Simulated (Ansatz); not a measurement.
**Be–Se: is Be2Se3 on the hull?**

All numbers below come from DFT PBE, scalar-relativistic, plane waves, PAW in Ansatz. All cells share a 420 eV cutoff and Γ-centred k meshes spaced at most about 0.3 Å⁻¹ (2π included). No spin polarisation.

The zero of energy is the elements' standard structures at the same level; no fitted shifts are applied.

All energies are static (0 K, no zero-point motion). Weakly bound directions are ill-defined at this level, which has no dispersion term (Be2Se3 P1, BeSe3 P-42_1m). The reference form of Se is held partly by dispersion forces, which this level lacks.

The table holds the lowest structure computed at each composition within 0.1 eV/atom of the hull, and the phase in question; other known phases may be missing.

```
 phase                     form    source   x(Se)  ΔE_f (eV/atom)
    Be                  element         -  0.0000           0.000
  BeSe  zinc blende type, F-43m       COD  0.5000          -0.797
Be2Se3                       P1  invented  0.6000               ?
 BeSe3                  P-42_1m  invented  0.7500          -0.325
    Se                  element         -  1.0000           0.000
```

**Question.** Below what formation energy would Be2Se3 be stable against the other rows?

**Answer.** The lowest mixture at x = 0.6000 joins BeSe (x = 0.5000) and Se (x = 1.0000). The lever rule gives a share t = (0.6000 − 0.5000)/(1.0000 − 0.5000) = 0.200 of the atoms in Se, so the tie line stands at -0.797 + 0.200 × (0.000 − (-0.797)) = -0.638 eV/atom.

**Question.** Does it get there?

**Answer.** The cell (P1; a = 3.709 Å, b = 3.773 Å, c = 17.163 Å, α = 87.5°, β = 89.8°, γ = 60.6°) has -0.426 eV/atom, 212 meV/atom above the line. So it would part into BeSe and Se at 0 K.

BeSe is the only compound in the table that lies on the hull. Be2Se3 in this cell misses the tie line by 212 meV/atom, and BeSe3 also lies above the line between BeSe and Se. The main reason is valence: beryllium has two electrons to give, and BeSe already pairs each Be(II) with a selenide ion in a strong, polar tetrahedral network. Any further selenium has to be taken up without more electrons from the metal, typically through Se–Se bonds as in polyselenides. Small, strongly polarising Be(II) probably favours compact selenide over such larger, more diffuse anions.

Electron count alone doesn't rule out Be2Se3, since a mix of selenide and diselenide would balance the charge. Yet this cell lies above even a mixture of BeSe and BeSe3, which suggests that its particular atomic arrangement carries part of the penalty. The result therefore counts against this structure rather than against every possible structure at the composition.
